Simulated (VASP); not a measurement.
# Li: relaxation of cell and atoms with PBE

Crystal: Li.

```
CELL_PARAMETERS angstrom
-1.75465 1.75465 1.75465
1.75465 -1.75465 1.75465
1.75465 1.75465 -1.75465
ATOMIC_POSITIONS crystal
Li 0.00000 0.00000 0.00000
```

| Quantity | Value |
| --- | --- |
| Program | VASP 6.6.1 |
| Task | relaxation of cell and atoms |
| Functional | PBE |
| Potentials or basis | VASP PAW PBE potentials, release 64 (Li_sv) |
| Cutoff | 600 eV |
| k mesh | 18 × 18 × 18 |
| Occupations | methfessel-paxton, width 0.1 eV |
| Spin | no spin polarisation |
| Further INCAR settings | ALGO = Normal; EDIFF = 1e-06; IBRION = 2; EDIFFG = -0.01; NSW = 90; ISIF = 3 |

| Quantity | Value |
| --- | --- |
| Relaxed volume | 20.03 Å³/atom |
| Relaxed cell | a = 2.963 Å, b = 2.963 Å, c = 2.963 Å, α = 109.47°, β = 109.47°, γ = 109.47° |
| Space group after relaxing (to 0.05 Å) | Im-3m (No. 229) |
| Energy gained by relaxing | 4.8 meV/atom |
| Ionic steps | 4 |
| Pressure after relaxing | 0.0 GPa |
| Band gap on the k mesh | none (metal or under the smearing width) |

The path:
```
step  energy change (eV)  largest force (eV/Å)  pressure (GPa)  volume (Å³)
   1              0.0000                0.0000           -0.91        21.61
   2             -0.0020                0.0000           -0.72        21.23
   3             -0.0047                0.0000           -0.11        20.20
   4             -0.0048                0.0000           -0.01        20.03
```

Final structure:
```
Li
1.0
    -1.71075    1.71075    1.71075
     1.71075   -1.71075    1.71075
     1.71075    1.71075   -1.71075
Li
1
Direct
  0.00000 0.00000 0.00000
```

Levels at points of the mesh, in eV from the Fermi level:
```csv
k point,band 1,band 2,band 3,band 4,band 5
"(0.00, 0.00, 0.00)",-46.51,-3.58,14.73,14.73,14.73
"(0.50, 0.00, 0.00)",-46.49,0.24,3.29,10.45,11.93
"(0.50, 0.50, 0.50)",-46.48,5.56,5.56,5.56,7.82
```

Run time: 29 s on 1 thread of Intel(R) Xeon(R) Platinum 8488C (Sapphire Rapids), with other jobs on the host, peak memory 0.14 GiB.

Caveat: the cutoff is under 1.25 times the usual one of these potentials, so pressure, stress and relaxed cells hold a basis-set (Pulay) error.
